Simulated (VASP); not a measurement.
Here is a VASP 6.6.1 calculation.

The input INCAR:

```
SYSTEM = Li15O8
PREC = Accurate
ENCUT = 520
EDIFF = 1E-6
ISMEAR = 0
SIGMA = 0.02
LREAL = Auto
LASPH = .TRUE.
NELM = 100
ALGO = Normal
ISIF = 2
LWAVE = .FALSE.
LCHARG = .FALSE.
GGA = CA
NBANDS = 64
NELECT = 94.0
```

Contents of KPOINTS:

```
Automatic mesh
0
G
  2 2 2
  0 0 0
```

The input POSCAR:

```
Li15O8
1.0
    0.0000000000      4.4939479493      4.4939479493
    4.4939479493      0.0000000000      4.4939479493
    4.4939479493      4.4939479493      0.0000000000
Li O
15 8
Direct
    0.1221658756      0.1221658756      0.6278341244
    0.1221658756      0.6278341244      0.1221658756
    0.1221658756      0.6278341244      0.6278341244
    0.6278341244      0.1221658756      0.1221658756
    0.6278341244      0.1221658756      0.6278341244
    0.6278341244      0.6278341244      0.1221658756
    0.6250000000      0.6250000000      0.6250000000
    0.3750000000      0.3750000000      0.3750000000
    0.3541496313      0.3541496313      0.8958503687
    0.3541496313      0.8958503687      0.3541496313
    0.3541496313      0.8958503687      0.8958503687
    0.8958503687      0.3541496313      0.3541496313
    0.8958503687      0.3541496313      0.8958503687
    0.8958503687      0.8958503687      0.3541496313
    0.8750000000      0.8750000000      0.8750000000
    0.5160060588     -0.0053353529     -0.0053353529
    0.4984171842      0.0047484474      0.4984171842
    0.4984171842      0.4984171842      0.0047484474
    0.4984171842      0.4984171842      0.4984171842
   -0.0053353529     -0.0053353529     -0.0053353529
   -0.0053353529     -0.0053353529      0.5160060588
   -0.0053353529      0.5160060588     -0.0053353529
    0.0047484474      0.4984171842      0.4984171842
```

Potentials or basis: VASP PAW LDA potentials, release 64 (Li_sv, O).

Command:

```bash
$ cat potpaw_LDA.64/Li_sv/POTCAR potpaw_LDA.64/O/POTCAR > POTCAR
$ mpirun -np 1 vasp_std > vasp.out
```

(1) What does it give for the largest force?

(2) What does it give for the band gap on the k mesh?

Results:

(1) 0.006 eV/Å.

(2) 5.03 eV, direct.

Caveat: the k mesh is coarse (spacing up to 0.61 Å⁻¹), so the values aren't converged; the cell carries a net charge on a neutralising background, which shifts energy and pressure; the cell is charged against a uniform background, so pressure and absolute levels hang on convention.
